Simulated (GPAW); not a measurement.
# HfC (Fm-3m) in GPAW: settings compared

One crystal, HfC, is run at these levels: PBE, PBE+U, PBEsol; tasks: single point, electron localisation function, relaxation of cell and atoms.

All numbers are computed with GPAW 26.7.0; they aren't measurements. Logs are shortened: lines on timing, memory, paths and dates and some standing lists are left out, and cuts for length are marked. The log counts tension as positive stress, the text compression.

### Step 1. The structure

Symmetry: Fm-3m, No. 225, cubic system. Conventional cell: a = 4.650 Å, b = 4.650 Å, c = 4.650 Å, α = 90.00°, β = 90.00°, γ = 90.00°. Around Hf (site symmetry m-3m) lie 6 C at 2.33 Å. C (site symmetry m-3m) is surrounded by 6 Hf at 2.33 Å.

### Step 2. Single point, PBE

File run.py:

```python
from ase import Atoms
from ase.dft.bandgap import bandgap
from ase.io import write
from ase.units import GPa
from gpaw import GPAW, PW

atoms = Atoms(['Hf', 'C'],
              cell=[[0.0, 2.325, 2.325],
                    [2.325, 0.0, 2.325],
                    [2.325, 2.325, 0.0]],
              scaled_positions=[[0.5, 0.5, 0.5],
                                [0.0, 0.0, 0.0]],
              pbc=True)

calc = GPAW(mode=PW(650),
            xc='PBE',
            kpts={'size': (8, 8, 8), 'gamma': True},
            occupations={'name': 'fermi-dirac', 'width': 0.05},
            nbands=18,
            maxiter=120,
            txt='gpaw.txt')
atoms.calc = calc
energy = atoms.get_potential_energy()
forces = atoms.get_forces()
stress = atoms.get_stress()
calc.write('gs.gpw')
write('result.traj', atoms)
print(f'Energy: {energy:.6f} eV')
print('Forces (eV/A):')
print(forces.round(4))
print('Stress (GPa):', (stress / GPa).round(3))
print('Fermi level:', round(calc.get_fermi_level(), 4), 'eV')
print(f'Gap: {bandgap(calc)[0]:.4f} eV, direct: {bandgap(calc, direct=True)[0]:.4f} eV')
```

Potentials or basis: GPAW PAW data sets (gpaw-data 1.2.1), pw.

The run is started by

```bash
> OMP_NUM_THREADS=1 python run.py
```

gpaw.txt:

```text
__  _  _
 | _ |_)|_||  |
 |__||  | ||/\| - 26.7.0

Input parameters:
  mode=PW(ecut=650.0),
  kpts=MonkhorstPack(size=(8, 8, 8), gamma=True),
  maxiter=120,
  nbands=18,
  occupations=Occupations(name='fermi-dirac', width=0.05),
  xc=XC(name='PBE')

Diagonalizing LCAO Hamiltonian
Converting LCAO to pw mode

               Hf

       C

Atoms  # Å, Bohr magnetons
|   | symbol |        x |        y |        z |    initial magnetic moments |
|---|--------|----------|----------|----------|-----------------------------|
| 0 |     Hf | 2.325000 | 2.325000 | 2.325000 | ( 0.0000,  0.0000,  0.0000) |
| 1 |      C | 0.000000 | 0.000000 | 0.000000 | ( 0.0000,  0.0000,  0.0000) |

Unit cell  # Å
| periodic |        x |        y |        z |  lengths |    angles |
|----------|----------|----------|----------|----------|-----------|
|      yes | 0.000000 | 2.325000 | 2.325000 | 3.288047 | 60.000000 |
|      yes | 2.325000 | 0.000000 | 2.325000 | 3.288047 | 60.000000 |
|      yes | 2.325000 | 2.325000 | 0.000000 | 3.288047 | 60.000000 |

Number of symmetries: 48
Symmetry operations  # r_c * U_cc + t_c -> r_c
|    | kind |            matrix            |
|----|------|------------------------------|
|  0 |  σ   |  1, 0, 0,  1, 0,-1,  1,-1, 0 |
|  1 |  C2  |  1, 0, 0,  1,-1, 0,  1, 0,-1 |
|  2 |  E   |  1, 0, 0,  0, 1, 0,  0, 0, 1 |
|  3 |  σ   |  1, 0, 0,  0, 0, 1,  0, 1, 0 |
|  4 |  C4  |  1, 0,-1,  1, 0, 0,  1,-1, 0 |
|  5 |  S6  |  1, 0,-1,  1,-1, 0,  1, 0, 0 |
|  6 |  σ   |  1, 0,-1,  0, 1,-1,  0, 0,-1 |
|  7 |  C3  |  1, 0,-1,  0, 0,-1,  0, 1,-1 |
|  8 |  S6  |  1,-1, 0,  1, 0, 0,  1, 0,-1 |
|  9 |  C4  |  1,-1, 0,  1, 0,-1,  1, 0, 0 |
| 10 |  C3  |  1,-1, 0,  0,-1, 1,  0,-1, 0 |
| 11 |  σ   |  1,-1, 0,  0,-1, 0,  0,-1, 1 |
| 12 |  σ   |  0, 1, 0,  1, 0, 0,  0, 0, 1 |
| 13 |  C4  |  0, 1, 0,  0, 1,-1, -1, 1, 0 |
| 14 |  C3  |  0, 1, 0,  0, 0, 1,  1, 0, 0 |
| 15 |  S6  |  0, 1, 0, -1, 1, 0,  0, 1,-1 |
| 16 |  C2  |  0, 1,-1,  1, 0,-1,  0, 0,-1 |
| 17 |  σ   |  0, 1,-1,  0, 1, 0, -1, 1, 0 |
| 18 |  S4  |  0, 1,-1,  0, 0,-1,  1, 0,-1 |
| 19 |  C4  |  0, 1,-1, -1, 1, 0,  0, 1, 0 |
| 20 |  C3  |  0, 0, 1,  1, 0, 0,  0, 1, 0 |
| 21 |  σ   |  0, 0, 1,  0, 1, 0,  1, 0, 0 |
| 22 |  S6  |  0, 0, 1,  0,-1, 1, -1, 0, 1 |
| 23 |  C4  |  0, 0, 1, -1, 0, 1,  0,-1, 1 |
| 24 |  S4  |  0, 0,-1,  1, 0,-1,  0, 1,-1 |
| 25 |  C3  |  0, 0,-1,  0, 1,-1,  1, 0,-1 |
| 26 |  C2  |  0, 0,-1,  0,-1, 0, -1, 0, 0 |
| 27 |  S6  |  0, 0,-1, -1, 0, 0,  0,-1, 0 |
| 28 |  S4  |  0,-1, 1,  1,-1, 0,  0,-1, 0 |
| 29 |  C4  |  0,-1, 1,  0, 0, 1, -1, 0, 1 |
| 30 |  C2  |  0,-1, 1,  0,-1, 0,  1,-1, 0 |
| 31 |  σ   |  0,-1, 1, -1, 0, 1,  0, 0, 1 |
| 32 |  C3  |  0,-1, 0,  1,-1, 0,  0,-1, 1 |
| 33 |  S6  |  0,-1, 0,  0, 0,-1, -1, 0, 0 |
| 34 |  S4  |  0,-1, 0,  0,-1, 1,  1,-1, 0 |
| 35 |  C2  |  0,-1, 0, -1, 0, 0,  0, 0,-1 |
| 36 |  C2  | -1, 1, 0,  0, 1, 0,  0, 1,-1 |
| 37 |  S6  | -1, 1, 0,  0, 1,-1,  0, 1, 0 |
| 38 |  S4  | -1, 1, 0, -1, 0, 1, -1, 0, 0 |
| 39 |  C3  | -1, 1, 0, -1, 0, 0, -1, 0, 1 |
| 40 |  S6  | -1, 0, 1,  0, 0, 1,  0,-1, 1 |
| 41 |  C2  | -1, 0, 1,  0,-1, 1,  0, 0, 1 |
| 42 |  C3  | -1, 0, 1, -1, 1, 0, -1, 0, 0 |
| 43 |  S4  | -1, 0, 1, -1, 0, 0, -1, 1, 0 |
| 44 |  C2  | -1, 0, 0,  0, 0,-1,  0,-1, 0 |
| 45 |  i   | -1, 0, 0,  0,-1, 0,  0, 0,-1 |
| 46 |  σ   | -1, 0, 0, -1, 1, 0, -1, 0, 1 |
| 47 |  C2  | -1, 0, 0, -1, 0, 1, -1, 1, 0 |

BZ-sampling:
  Number of BZ points: 512
  Number of IBZ points: 29

  Monkhorst-Pack size: [8, 8, 8]
  Monkhorst-Pack shift: [0.0625, 0.0625, 0.0625]

K-points  # in reciprocal-cell coordinates
|     |                                coordinates |     weight |
|-----|--------------------------------------------|------------|
|   0 | (  0.00000000,   0.00000000,   0.00000000) | 0.00195312 |
|   1 | (  0.12500000,   0.12500000,   0.00000000) | 0.01171875 |
|   2 | (  0.12500000,   0.12500000,   0.12500000) | 0.01562500 |
|   3 | (  0.25000000,   0.12500000,   0.12500000) | 0.02343750 |
|   4 | (  0.25000000,   0.25000000,   0.00000000) | 0.01171875 |
|   5 | (  0.25000000,   0.25000000,   0.12500000) | 0.04687500 |
|   6 | (  0.25000000,   0.25000000,   0.25000000) | 0.01562500 |
|   7 | (  0.37500000,   0.25000000,  -0.37500000) | 0.04687500 |
|   8 | (  0.37500000,   0.25000000,   0.12500000) | 0.04687500 |
|   9 | (  0.37500000,   0.25000000,   0.25000000) | 0.04687500 |
| ... |                                            |            |
|  28 | (  0.50000000,   0.50000000,   0.50000000) | 0.00781250 |

Plane wave coefficients: 960
Cutoff: 650.0 eV

Spin-components: 1 (collinear spins)
Bands:           18
Projectors:      11
Spin-degeneracy: 2
Datatype:        complex128

Parallelization:
  kpt:    1
  domain: 1
  band:   1

Density:
  Valence electrons: 16.0
  Components: 1
  Grid points: [20 20 20]
  Charge: 0.0  # |e|

Potential:
  Grid points: [20 20 20]

species:
  Hf:
    name:    Hafnium
    Z:       72.0
    valence: 12
    core:    60
    charge:  0.0  # [|e|]
    compensation charges:
      type: gauss
      rc: 0.41  # [Å]
      lmax: 2
    cutoffs:
      filter: 2.36  # [Å]
      core: 4.02  # [Å]
    projectors
    | kind |    occ | energy [eV] | rcut [Å] |
    |------|--------|-------------|----------|
    |   5s |  2.000 |     -66.831 |    1.397 |
    |   6s |  2.000 |      -5.097 |    1.397 |
    |   5p |  6.000 |     -35.599 |    1.307 |
    |   6p |  0.000 |      -1.401 |    1.307 |
    |   5d |  2.000 |      -2.699 |    1.334 |
    |    d |        |      24.513 |    1.334 |

    Using partial waves for Hf as LCAO basis

  C:
    name:    Carbon
    Z:       6.0
    valence: 4
    core:    2
    charge:  0.0  # [|e|]
    compensation charges:
      type: gauss
      rc: 0.20  # [Å]
      lmax: 2
    cutoffs:
      filter: 1.14  # [Å]
      core: 1.14  # [Å]
    projectors
    | kind |    occ | energy [eV] | rcut [Å] |
    |------|--------|-------------|----------|
    |   2s |  2.000 |     -13.751 |    0.635 |
    |   2p |  2.000 |      -5.284 |    0.635 |
    |    s |        |      13.461 |    0.635 |
    |    p |        |      21.927 |    0.635 |
    |    d |        |       0.000 |    0.635 |

    Using partial waves for C as LCAO basis

Reference energy: -410913.743391  # eV

eigensolver:
  PPCG
  Converge bands: occupied
  niter=2

density mixing:
  MSR1-Mixer
  Pratt-step length: 0.05
  Maximum mixing coefficient: 0.75
  Old densities: 10
  SVD Regularization: 0.005
  Good broyden scale: 1.0
  Trust region scale: 1.0
  Backstep threshold: 4.0
  History deletion threshold: 6.0
  Fourier metric: weight=20.0, sigma=0.015

occupation numbers:
  Fermi-Dirac:
    width: 0.0500  # eV

poisson solver:
  ecut: 5200.0  # eV

xc functional:
  name: PBE with 2 nearest neighbor stencil

convergence criteria:
- Maximum [total energy] change in last 3 cyles: 0.0005 eV / valence electron
- Maximum integral of absolute [dens]ity change: 0.0001 electrons / valence electron
- Maximum integral of absolute [eigenst]ate change: 4e-08 eV^2 / valence electron
maximum number of iterations: 120

SCF iterations
|iter     | |      energy | eigst |  dens |
|---------|-|-------------|-------|-------|
|iter:   1| |  -20.460605 | -0.37 |       |
|iter:   2| |  -19.866828 | -2.59 | -0.80 |
|iter:   3| |  -18.549043 | -1.58 | -0.87 |
|iter:   4| |  -18.563835 | -3.28 | -1.59 |
|iter:   5| |  -18.574674 | -3.28 | -1.80 |
|iter:   6| |  -18.574636 | -5.32 | -3.06 |
|iter:   7| |  -18.574636c| -6.60 | -3.63 |
|iter:   8| |  -18.574637c| -7.41c| -4.13c|

Converged in 8 steps
Energy contributions relative to reference atoms: (reference = -410913.743391)

Energy contributions:
  Kinetic:          20.443073
  Coulomb:         -21.116472
  Zero:             -0.384773
  External:          0.000000
  Xc:              -17.515235
  Entropy:          -0.002459
  Spinorbit:         0.000000
  ----------------------------
  Free energy:     -18.575866
  Extrapolated:    -18.574637

dipole moment: (-9.239753, -9.239753, -9.239753)  # |e|*Ang

Fermi level: 10.917
Eigenvalues  # (at kpt = [0.000, 0.000, 0.000])
| band index |      eig [eV] | occ [0-2] |
|------------|---------------|-----------|
|          0 |       -49.969 |     2.000 |
|          1 |       -18.620 |     2.000 |
|          2 |       -18.620 |     2.000 |
|          3 |       -18.620 |     2.000 |
|          4 |        -1.301 |     2.000 |
|          5 |        12.013 |     0.000 |
|          6 |        12.013 |     0.000 |
|          7 |        12.013 |     0.000 |
|          8 |        12.377 |     0.000 |
|          9 |        12.377 |     0.000 |
|         10 |        12.377 |     0.000 |
|         11 |        14.376 |     0.000 |
|         12 |        14.376 |     0.000 |
|        ... |               |           |
|         17 |        35.278 |     0.000 |

No gap
No difference between direct/indirect transitions

Forces  # eV/Ang
|        x |       y |       z |
|----------|---------|---------|
|  0.00000 | 0.00000 | 0.00000 |  # Hf   0
| -0.00000 | 0.00000 | 0.00000 |  # C    1

Stress tensor  # eV/Ang^3
|         x |         y |         z |
|-----------|-----------|-----------|
| -0.008746 |  0.000000 |  0.000000 |
|  0.000000 | -0.008746 |  0.000000 |
|  0.000000 |  0.000000 | -0.008746 |

# Writing to gs.gpw (mode='')
```

It took 7.2 s on 1 thread of Arm Neoverse V2, shared host; peak memory 0.14 GiB.

What came out:

```
Free energy            : -18.5759 eV
Pressure               : 1.4 GPa
Band gap on the k mesh : none (metal or under the smearing width)
```

Caveat: the cutoff is short for stress and forces, so pressures can be off by a GPa or more. The run has no spin-orbit coupling, so splittings on Hf are missing.

### Step 3. Electron localisation function, PBE

File run.py:

```python
from ase.dft.bandgap import bandgap
from ase.io import read, write
from ase.units import Bohr, GPa
from gpaw import GPAW, PW
from gpaw.elf import elf_from_dft_calculation

atoms = read('POSCAR')

calc = GPAW(mode=PW(540),
            xc='PBE',
            kpts={'size': (6, 6, 6), 'gamma': True},
            occupations={'name': 'fermi-dirac', 'width': 0.1},
            nbands=18,
            convergence={'density': 1e-05, 'energy': 1e-05},
            mixer={'backend': 'msr1', 'beta': 0.15},
            maxiter=150,
            txt='gpaw.txt')
atoms.calc = calc
energy = atoms.get_potential_energy()
forces = atoms.get_forces()
stress = atoms.get_stress()
calc.write('gs.gpw')
write('result.traj', atoms)
print(f'Energy: {energy:.6f} eV')
print('Forces (eV/A):')
print(forces.round(4))
print('Stress (GPa):', (stress / GPa).round(3))
print('Fermi level:', round(calc.get_fermi_level(), 4), 'eV')
print(f'Gap: {bandgap(calc)[0]:.4f} eV, direct: {bandgap(calc, direct=True)[0]:.4f} eV')

# fields on the real-space grid
write('density.cube', atoms, data=calc.get_pseudo_density() * Bohr**3)
write('potential.cube', atoms, data=calc.get_electrostatic_potential())
write('elf.cube', atoms, data=elf_from_dft_calculation(calc).data)
```

File POSCAR:

```
HfC
1.0
    0.0000000000      2.3250000000      2.3250000000
    2.3250000000      0.0000000000      2.3250000000
    2.3250000000      2.3250000000      0.0000000000
Hf C
1 1
Direct
    0.5000000000      0.5000000000      0.5000000000
    0.0000000000      0.0000000000      0.0000000000
```

Potentials or basis: GPAW PAW data sets (gpaw-data 1.2.1), pw.

The run is started by

```bash
> OMP_NUM_THREADS=1 python run.py
```

Wall time 5.1 s (1 thread of INTEL XEON PLATINUM 8581C at 2.10GHz (Emerald Rapids), shared host); peak memory 0.14 GiB.

The run converged, but some of its settings lie outside the range that counts as converged, so its numbers aren't taken as properties of the crystal.

What came out:

```yaml
Free_energy: -18.5701 eV
Pressure: 1.5 GPa
Band_gap_on_the_k_mesh: none (metal or under the smearing width)
```

Caveat: the k mesh is coarse (spacing up to 0.39 Å⁻¹), so the values aren't converged; the cutoff is short for stress and forces, so pressures can be off by a GPa or more.

[end of part 1 of 2]
